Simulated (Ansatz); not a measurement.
**Li: one input, then a changed one**

The cell was built from the fcc type and relaxed in the same program; it needn't be a known or the stable phase. The listed cell was then made from it by scaling, straining or moving an atom.

First run: DFT, PBE, all-electron PAW with datasets made for the crystal, scalar-relativistic (Ansatz 0.2.0).

Command: `ansatz run input.yaml --threads 1 --pin off --max-ram 2048MiB --backend cpu --events-out ev --progress --plain --runs-dir out` The run took 2.1 s on 1 thread of AMD EPYC 7R43 64-Core Processor (Zen 3), with other jobs on the host.

```yaml
crystal:
  lattice:
    - [0.0, 2.1968636756, 2.1968636756]
    - [2.1968636756, 0.0, 2.1968636756]
    - [2.1968636756, 2.1968636756, 0.0]
  atoms:
    - { symbol: Li, position: [0.0, 0.0, 0.0] }
kpoints:
  mp_grid: { grid: [17, 17, 17] }
scf:
  occupations: { method: fermi_dirac, width: 0.08 }
hamiltonian:
  xc: pbe
  pseudopotentials: { kind: all_electron, datasets: crystal }
output:
  forces: true
  stress: true
  eigenvalues: true
  efg: { contact_densities: true }
```

Result: converged; pressure -0.59 GPa; 5 SCF iterations.

A second input differs as follows:

```diff
@@ -1,7 +1,7 @@
 crystal:
   lattice:
-    - [0.0, 2.1968636756, 2.1968636756]
-    - [2.1968636756, 0.0, 2.1968636756]
-    - [2.1968636756, 2.1968636756, 0.0]
+    - [0.0, 4.15147063, 4.15147063]
+    - [4.15147063, 0.0, 4.15147063]
+    - [4.15147063, 4.15147063, 0.0]
   atoms:
     - { symbol: Li, position: [0.0, 0.0, 0.0] }
@@ -10,4 +10,5 @@
 scf:
   occupations: { method: fermi_dirac, width: 0.08 }
+  max_iter: 75
 hamiltonian:
   xc: pbe
```

Task: What is wrong with it, and what does the program do?

Result: The fault is a lattice typed in bohr. The run converged; pressure -0.81 GPa; 7 SCF iterations. The numbers describe a strongly squeezed or stretched cell, not the crystal at ambient pressure. The log ends:
```
       -0.812525       0.000000      -0.000000
        0.000000      -0.812525       0.000000
       -0.000000       0.000000      -0.812525
  P = ⅓ Tr σ = -0.8125 GPa (-8.125 kbar)
--- PAW observables at the nuclei: V_zz in 10²¹ V/m², potentials from the cell's mean, atoms counted from 1 ---
  atom   1  Li V_zz =    -0.000000   η = 0.0000   by run symmetry: forbidden
            electrostatic potential = -155.340640 V   contact ρ = 94.550208 e/Å³
--- Band table (eV; the first three rows and the last of 165) ---
  k-point 0: bands = ["-3.1368", "1.4650", "1.4650"]
  k-point 1: bands = ["-3.1165", "1.3493", "1.4496"]
  k-point 2: bands = ["-3.0556", "1.0490", "1.4083"]
  k-point 164: bands = ["-1.3157", "-0.6440", "-0.5224"]
```
